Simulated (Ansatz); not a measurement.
# Tunnelling across a broken B chain: predicting one gap

How it was computed: Ansatz 0.2.0, plane waves with PAW datasets at the program's default cutoffs, Fermi-Dirac smearing of 0.05 eV, chains in boxes 7.5 Å wide or more, moments seeded when the perfect chain is relaxed. PBE, no spin-orbit coupling; one bond is opened by s Å beyond its relaxed length, the other atoms of a straight cell of 16 kept, without spin, and the conductance taken at 300 K.

```
   run     G (G₀)  largest error term (%)    s     ln G
+1.2 Å     0.6125                      17  1.2  −0.4902
+1.8 Å     0.1167                      22  1.8   −2.148
+2.5 Å    0.01164                      15  2.5   −4.453
+3.3 Å  0.0007976                      17  3.3   −7.134
```

One run is withheld: run = +4.2 Å, with s = 4.2. Fit a straight line ln G = a + b × s to the 4 rows shown and predict it.

**Fit.** The means are 2.2 for s and −3.556 for ln G. The sum of products of deviations is −7.834 and the sum of squares in s is 2.46, so b = −7.834 / 2.46 = −3.184 and a = −3.556 − (−3.184) × 2.2 = 3.449. The residuals' standard deviation, with 2 degrees of freedom, is σ = 0.14.

**Prediction.** ln G = 3.449 + (−3.184) × 4.2 = −9.925, that is 4.89e-05 G₀. The run gave 5.03e-05 G₀ (ln G = −9.897), so the prediction less the run is −0.028. The standard error of a prediction there, σ√(1 + 1/4 + (4.2 − 2.2)²/2.46), is 0.24, and the miss is 0.11 times that, for a point outside the fitted range. With so few rows σ is itself uncertain.

Caveats: Between neighbouring runs the slope of ln G lies between −3.35 and −2.76 per Å, so one exponential is an approximation; it is flattest at the narrowest gap, nearest to contact. Error terms (up to 22 %, withheld run included) bound how much a small miss can mean. Broken ends may want a moment where none was allowed. No image potential, spin-orbit coupling or relaxation; a bent or dimerised chain may be lower in energy. Series of this kind are told only where this holds: one magnetic state in all runs, error terms under 60 %, and the runs' own leads conduct as the perfect chain does. 36 of 42 did.

[Logs are printed without paths, hosts, clocks, repeated set-up lines and the standing remarks that a program may print on its own settings, such as how far it seeks lower states.]
